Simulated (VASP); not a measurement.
# CaS (Fm-3m) in VASP: notebook, part 3 of 3

VASP 6.6.1.

## (6) Relaxation of cell and atoms, RPBE

INCAR

```
SYSTEM = CaS
PREC     = Accurate       ! precision mode
ENCUT    = 600            ! plane-wave cutoff, eV
EDIFF    = 1E-7           ! SCF threshold, eV
ISMEAR   = 0              ! smearing method
SIGMA    = 0.02           ! smearing width, eV
LREAL    = .FALSE.        ! projectors in reciprocal space
LASPH    = .TRUE.         ! aspherical terms in the spheres
NELM     = 100            ! most SCF steps
ALGO     = Normal         ! electronic algorithm
ISIF     = 3              ! what is computed and relaxed
LWAVE    = .FALSE.        ! write WAVECAR
LCHARG   = .FALSE.        ! write CHGCAR
GGA      = RP             ! functional
IBRION   = 2              ! ionic algorithm
NSW      = 90             ! ionic steps
EDIFFG   = -0.005         ! ionic threshold
```

KPOINTS

```
Automatic mesh
0
G
  8 8 8
  0 0 0
```

POSCAR

```
CaS
1.0
    0.0000000000      2.8523742900      2.8523742900
    2.8523742900      0.0000000000      2.8523742900
    2.8523742900      2.8523742900      0.0000000000
Ca S
1 1
Direct
    0.0000000000      0.0000000000      0.0000000000
    0.5000000000      0.5000000000      0.5000000000
```

Potentials or basis: VASP PAW PBE potentials, release 64 (Ca_sv, S).

Run with:

```sh
> cat potpaw_PBE.64/Ca_sv/POTCAR potpaw_PBE.64/S/POTCAR > POTCAR
> mpirun -np 1 vasp_std > vasp.out
```

OUTCAR:

```text
SYSTEM = CaS
   PREC = Accurate
   ENCUT = 600
   EDIFF = 1E-7
   ISMEAR = 0
   LREAL = .FALSE.
   LASPH = .TRUE.
   NELM = 100
   ISIF = 3
   GGA = RP
   IBRION = 2
   NSW = 90
   EDIFFG = -0.005

 ion  position               nearest neighbor table
   1  0.000  0.000  0.000-   2 2.85   2 2.85   2 2.85   2 2.85   2 2.85   2 2.85
   2  0.500  0.500  0.500-   1 2.85   1 2.85   1 2.85   1 2.85   1 2.85   1 2.85

  LATTYP: Found a face centered cubic cell.
 ALAT       =     5.7047485800

  Lattice vectors:

 A1 = (   0.0000000000,   2.8523742900,   2.8523742900)
 A2 = (   2.8523742900,   0.0000000000,   2.8523742900)
 A3 = (   2.8523742900,   2.8523742900,   0.0000000000)

Analysis of symmetry for initial positions (statically):
=====================================================================
 Subroutine PRICEL returns:
 Original cell was already a primitive cell.

 Routine SETGRP: Setting up the symmetry group for a
 face centered cubic supercell.

 Subroutine GETGRP returns: Found 48 space group operations
 (whereof 48 operations were pure point group operations)
 out of a pool of 48 trial point group operations.

The static configuration has the point symmetry O_h .

Analysis of symmetry for dynamics (positions and initial velocities):
=====================================================================
 Subroutine PRICEL returns:
 Original cell was already a primitive cell.

 Routine SETGRP: Setting up the symmetry group for a
 face centered cubic supercell.

 Subroutine GETGRP returns: Found 48 space group operations
 (whereof 48 operations were pure point group operations)
 out of a pool of 48 trial point group operations.

The dynamic configuration has the point symmetry O_h .

 Subroutine INISYM returns: Found 48 space group operations
 (whereof 48 operations are pure point group operations),
 and found     1 'primitive' translations

----------------------------------------------------------------------------------------

                                     Primitive cell

  volume of cell :      46.4141

  direct lattice vectors                    reciprocal lattice vectors
     0.000000000  2.852374290  2.852374290    -0.175292563  0.175292563  0.175292563
     2.852374290  0.000000000  2.852374290     0.175292563 -0.175292563  0.175292563
     2.852374290  2.852374290  0.000000000     0.175292563  0.175292563 -0.175292563

  length of vectors
     4.033866406  4.033866406  4.033866406     0.303615625  0.303615625  0.303615625

  position of ions in fractional coordinates (direct lattice)
     0.000000000  0.000000000  0.000000000
     0.500000000  0.500000000  0.500000000

  ion indices of the primitive-cell ions
   primitive index   ion index
                 1           1
                 2           2

----------------------------------------------------------------------------------------

 KPOINTS: Automatic mesh

Automatic generation of k-mesh.
 Grid dimensions read from file:
 generate k-points for:    8    8    8

 Generating k-lattice:

  Cartesian coordinates                     Fractional coordinates (reciprocal lattice)
    -0.021911570  0.021911570  0.021911570     0.125000000  0.000000000  0.000000000
     0.021911570 -0.021911570  0.021911570     0.000000000  0.125000000  0.000000000
[... 54 lines left out ...]
   LSORBIT =      F    spin-orbit coupling
   LASPH  =      T    aspherical Exc in radial PAW
   ENCUT  =  600.0 eV  44.10 Ry    6.64 a.u.   8.06  8.06  8.06*2*pi/ulx,y,z
   NELM   =    100;   NELMIN=  2; NELMDL= -5     # of ELM steps
   EDIFF  = 0.1E-06   stopping-criterion for ELM
   LREAL  =      F    real-space projection
   EDIFFG = -.5E-02   stopping-criterion for IOM
   NSW    =     90    number of steps for IOM
   IBRION =      2    ionic relax: 0-MD 1-quasi-New 2-CG
   NFREE  =      1    steps in history (QN), initial steepest desc. (CG)
   ISIF   =      3    stress and relaxation
   ISYM   =      2    0-nonsym 1-usesym 2-fastsym
   POTIM  = 0.5000    time-step for ionic-motion
   TEBEG  =    0.0;   TEEND  =   0.0 temperature during run
   PSTRESS=    0.0 pullay stress
   NELECT =      16.0000    total number of electrons
   NUPDOWN=      -1.0000    fix difference up-down
   EMIN   =  10.00;   EMAX   =-10.00  energy-range for DOS
   EFERMI =   0.00;   METHOD = LEGACY
   ISMEAR =     0;   SIGMA  =   0.02  broadening in eV -4-tet -1-fermi 0-gaus
   EFERMI_NEDOS =   21; number of points for ismear=-14 and -15
   IALGO  =     38    algorithm
   IMIX   =      4    mixing-type and parameters
     AMIX     =   0.40;   BMIX     =  1.00
     AMIX_MAG =   1.60;   BMIX_MAG =  1.00
  volume/ion in A,a.u.               =      23.21       156.61
  Fermi-wavevector in a.u.,A,eV,Ry     =   1.147885  2.169188 17.927575  1.317640
  Thomas-Fermi vector in A             =   2.284563
   LORBIT       =      0    0 simple, 1 ext, 2 COOP (PROOUT), +10 PAW based schemes
   GGA     = RP    functional components
   LHFCALC =     F    Hartree Fock is set to
   AEXX    =    0.0000 exact exchange contribution
   IVDW    =     0    specifies the selected vdW correction
   LEPSILON=     F    determine dielectric tensor
   LRPA    =     F    only Hartree local field effects (RPA)
 conjugate gradient relaxation of ions
 non-spin polarized calculation
 Gauss-broadening in eV      SIGMA  =   0.02
  energy-cutoff  :      600.00
  volume of cell :       46.41
 maximum number of plane-waves:      1572
   NGX = 17   NGY = 17   NGZ = 17

--------------------------------------- Ionic step        1  -------------------------------------------

 number of electron      16.0000000 magnetization

 Free energy of the ion-electron system (eV)
  ---------------------------------------------------
  ext. energy  EPLUGINS =         0.00000000
  ---------------------------------------------------
  free energy    TOTEN  =        -9.77662812 eV

  energy without entropy =       -9.77662812  energy(sigma->0) =       -9.77662812

------------------------ aborting loop because EDIFF is reached ----------------------------------------

  FORCE on cell =-STRESS in cart. coord.  units (eV):
  Direction    XX          YY          ZZ          XY          YZ          ZX
  --------------------------------------------------------------------------------------
  -------------------------------------------------------------------------------------
  Total        0.7536896      0.7536896      0.7536896      0.0000000      0.0000000      0.0000000
  in kB       26.0167801     26.0167801     26.0167801      0.0000000      0.0000000      0.0000000
  external PRESSURE =      26.0167801 kB  Pullay stress =       0.0000000 kB
[... 59 lines left out ...]
--------------------------------------- Ionic step        3  -------------------------------------------

 number of electron      16.0000001 magnetization

 Free energy of the ion-electron system (eV)
  ---------------------------------------------------
  ext. energy  EPLUGINS =         0.00000000
  ---------------------------------------------------
  free energy    TOTEN  =        -9.79358233 eV

  energy without entropy =       -9.79358233  energy(sigma->0) =       -9.79358233

 E-fermi :   2.6364     XC(G=0):  -8.8889

 val. band max:        2.4846153153   @ k =   0.0000   0.0000   0.0000
 cond. band min:       5.0701708841   @ k =   0.5000   0.5000   0.0000
 fundamental gap:      2.5855555689
 Fermi energy:         2.6364215251

 k-point     1 :       0.0000    0.0000    0.0000
  band No.  band energies     occupation
      1     -37.0145      2.00000
      2     -17.9266      2.00000
      3     -17.9266      2.00000
      4     -17.9266      2.00000
      5      -8.6609      2.00000
      6       2.4846      2.00000
      7       2.4846      2.00000
      8       2.4846      2.00000
      9       6.5185      0.00000
     10       6.7490      0.00000
     11       6.7490      0.00000
     12       6.7490      0.00000
[... 331 lines left out ...]
 k-point    24 :      -0.3750    0.2500    0.1250
  band No.  band energies     occupation
      1     -37.0048      2.00000
      2     -18.0308      2.00000
      3     -17.9652      2.00000
      4     -17.9472      2.00000
      5      -7.9842      2.00000
      6       0.0486      2.00000
      7       1.1108      2.00000
      8       1.4222      2.00000
      9       7.4917      0.00000
     10       7.7920      0.00000
     11       8.8194      0.00000
     12       9.0778      0.00000

 [... further k-points ...]

------------------------ aborting loop because EDIFF is reached ----------------------------------------

  FORCE on cell =-STRESS in cart. coord.  units (eV):
  Direction    XX          YY          ZZ          XY          YZ          ZX
  --------------------------------------------------------------------------------------
  -------------------------------------------------------------------------------------
  Total        0.0013130      0.0013130      0.0013130      0.0000000      0.0000000     -0.0000000
  in kB        0.0432981      0.0432981      0.0432981      0.0000000      0.0000000     -0.0000000
  external PRESSURE =       0.0432981 kB  Pullay stress =       0.0000000 kB
[... 17 lines left out ...]
  FREE ENERGIE OF THE ION-ELECTRON SYSTEM (eV)
  ---------------------------------------------------
  free  energy   TOTEN  =        -9.7935823253 eV

  energy  without entropy=       -9.7935823253  energy(sigma->0) =       -9.79358233

 reached required accuracy - stopping structural energy minimisation
```

Run time: 31 s. Hardware: 1 thread of Intel Xeon Platinum 8488C (Sapphire Rapids), shared host; peak memory 0.19 GiB.

What came out:

```yaml
Free_energy: -9.7936 eV
Relaxed_volume: 24.29 Å³/atom
Relaxed_cell: a = 4.096 Å, b = 4.096 Å, c = 4.096 Å, α = 60.00°, β = 60.00°, γ = 60.00°
Space_group_after_relaxing_to_0.05_Å: Fm-3m (No. 225)
Energy_gained_by_relaxing: 8.5 meV/atom
Ionic_steps: 3
Pressure_after_relaxing: 0.0 GPa
Band_gap_on_the_k_mesh: 2.59 eV, indirect (least direct gap 3.35 eV)
```

Step by step:
```csv
step,energy change (eV),largest force (eV/Å),pressure (GPa),volume (Å³)
1,0.0000,0.0000,2.60,46.41
2,-0.0164,0.0000,-0.42,48.99
3,-0.0170,0.0000,0.00,48.58
```

Final structure:
```
CELL_PARAMETERS angstrom
0.00000 2.89614 2.89614
2.89614 0.00000 2.89614
2.89614 2.89614 0.00000
ATOMIC_POSITIONS crystal
Ca 0.00000 0.00000 0.00000
S 0.50000 0.50000 0.50000
```

Levels at points of the mesh, in eV from the valence-band top:
```csv
k point,band 5,band 6,band 7,band 8,band 9,band 10,band 11,band 12
"(0.00, 0.00, 0.00)",-11.15,0.00,0.00,0.00,4.03,4.26,4.26,4.26
"(0.50, 0.00, 0.00)",-10.45,-2.86,-1.04,-1.04,5.25,5.98,6.11,6.11
"(0.50, 0.50, 0.00)",-10.58,-2.14,-0.76,-0.76,2.59,5.55,5.92,6.58
```

Caveat: the PAW data sets were made with another functional, which shifts forces and pressure a little. A k mesh can miss the band edges.

## (7) The runs side by side

```csv
task,level,potentials or basis,cell,k mesh,cutoff (eV),mesh quality,gap on the mesh (eV),pressure (GPa),relaxed volume (Å³/atom)
relaxation of cell and atoms,PBEsol,"VASP PAW PBE potentials, release 64 (Ca_sv, S)",relaxed,4 × 4 × 4,600,coarse,2.16,0.0,22.48
single point,PBEsol,"VASP PAW PBE potentials, release 64 (Ca_sv, S)",as given,8 × 8 × 8,520,not flagged,2.25,-2.0,-
relaxation of cell and atoms,PBEsol,"VASP PAW PBE potentials, release 64 (Ca_pv, S)",relaxed,8 × 8 × 8,580,not flagged,2.16,0.0,22.35
relaxation of cell and atoms,RPBE,"VASP PAW PBE potentials, release 64 (Ca_sv, S)",relaxed,8 × 8 × 8,600,not flagged,2.59,0.0,24.29
```

Alike in all rows: no spin polarisation; smearing gaussian 0.02 eV.

Caveats: some runs use coarse meshes; the PAW data sets were made with another functional, which shifts forces and pressure a little.

Absolute energies hang on the potentials; compare differences alone.
